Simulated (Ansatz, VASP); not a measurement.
**One calculation of ZnSe (Stilleite), two programs**

Contents of INCAR:

```
PREC = Accurate
ENCUT = 520
EDIFF = 1E-7
ISMEAR = 0
SIGMA = 0.014
LREAL = F
LASPH = T
NELM = 80
ALGO = Fast
ISIF = 2
LWAVE = F
LCHARG = F
GGA = PE
```

Contents of KPOINTS:

```
Automatic mesh
0
Gamma
  8 8 8
```

POSCAR

```
ZnSe
1.0
    0.0000000000      2.8338000000      2.8338000000
    2.8338000000      0.0000000000      2.8338000000
    2.8338000000      2.8338000000      0.0000000000
Se Zn
1 1
Direct
    0.7500000000      0.7500000000      0.7500000000
    0.0000000000      0.0000000000      0.0000000000
```

The input input.yaml:

```yaml
crystal:
  lattice:
    - [0.0, 2.8338, 2.8338]
    - [2.8338, 0.0, 2.8338]
    - [2.8338, 2.8338, 0.0]
  atoms:
    - { symbol: Se, position: [0.75, 0.75, 0.75] }
    - { symbol: Zn, position: [0.0, 0.0, 0.0] }
hamiltonian:
  xc: pbe
  pseudopotentials: { kind: paw }
kpoints:
  mp_grid: { grid: [8, 8, 8] }
scf:
  occupations: { method: gaussian, width: 0.014 }
output:
  forces: true
  stress: true
  eigenvalues: true
  write_density: true
  write_potential: true
  elf: true
  volumetric_format: npy
```

Alike in both runs: task single point; functional PBE; k mesh 8 × 8 × 8; occupations gaussian, width 0.014 eV; no spin polarisation.

|  | VASP | Ansatz |
| --- | --- | --- |
| version | VASP 6.6.1 | Ansatz 0.2.0 |
| potentials or method | VASP PAW PBE potentials, release 64 (Se, Zn) | Ansatz PAW |
| plane-wave cutoff (eV) | 520 | 420 |
| valence electrons in the cell | 18 | 28 |

```tsv
	VASP	Ansatz	Ansatz less VASP
gap on the k mesh at the Fermi level (eV)	1.29	1.29	-0.002
least direct gap on the mesh (eV)	1.29	1.29	-0.002
pressure (GPa)	2.4	2.1	-0.27
```

The two sets of potentials don't hold the same shells in valence.

A hybrid or GW would open this gap; PBE tends to underestimate it.
